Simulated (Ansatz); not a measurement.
Infrared modes and screening in SrTiO3 (Pm-3m)

Measured values to be reproduced:
- ε∞: 5.1 (high-frequency dielectric constant from ellipsometry; ellipsometry; Temperature and photon energy of evaluation not stated in the passage; only very weak temperature dependence; “Optical probe of ferroelectric order in bulk and thin film perovskite titanates”, 2013, arxiv:1309.1245)

Perturbation theory with PBEsol in the PAW code Ansatz on the PBEsol cell, ground state and force constants on a 6×6×6 mesh. Spin-unpolarised throughout.

It is cubic, Pm-3m (No. 221); conventional cell a = 3.891 Å, 11.78 Å³ an atom. Sr is surrounded by 12 O at 2.75 Å; Ti is surrounded by 6 O at 1.95 Å; O is surrounded by 2 Ti at 1.95 Å and 4 Sr at 2.75 Å.

```cif
data_structure
_symmetry_space_group_name_H-M 'Pm-3m'
_symmetry_Int_Tables_number 221
_cell_length_a 3.8911
_cell_length_b 3.8911
_cell_length_c 3.8911
_cell_angle_alpha 90.000
_cell_angle_beta 90.000
_cell_angle_gamma 90.000
_cell_volume 58.92
loop_
_atom_site_label
_atom_site_type_symbol
_atom_site_symmetry_multiplicity
_atom_site_Wyckoff_symbol
_atom_site_fract_x
_atom_site_fract_y
_atom_site_fract_z
_atom_site_occupancy
Sr1 Sr 1 a 0.00000 0.00000 0.00000 1
Ti1 Ti 1 b 0.50000 0.50000 0.50000 1
O1 O 3 c 0.50000 0.00000 0.50000 1
```

Optical modes without the longitudinal term (negative means imaginary):
```json
{"ω (cm⁻¹)": "-86", "degeneracy": "3", "IR intensity, summed over the level ((D/Å)²/amu)": "211.73"}
{"ω (cm⁻¹)": "155", "degeneracy": "3", "IR intensity, summed over the level ((D/Å)²/amu)": "5.52"}
{"ω (cm⁻¹)": "227", "degeneracy": "3", "IR intensity, summed over the level ((D/Å)²/amu)": "0.00"}
{"ω (cm⁻¹)": "533", "degeneracy": "3", "IR intensity, summed over the level ((D/Å)²/amu)": "45.58"}
```

One optical level at Γ is imaginary (86i cm⁻¹, printed negative), so this structure is unstable at this level. Of the real levels 2 are infrared active, the strongest at 533 cm⁻¹.

ε∞: 6.31 in all directions. Born charges, averaged over directions: Sr +2.56, Ti +7.30, O -3.29 e.

For comparison, on the r2SCAN cell the mean ε∞ is 5.64 with r2SCAN (ground state on 6×6×6; least gap 2.26 eV), 6.24 with PBE (ground state on 6×6×6; least gap 1.88 eV).

Set against measured values:
- ε∞, measured 5.1: PBEsol gives 6.31 in all directions.
Reports marked as nanostructured, strained, doped, implanted or mixed samples, and transport gaps, were set aside.
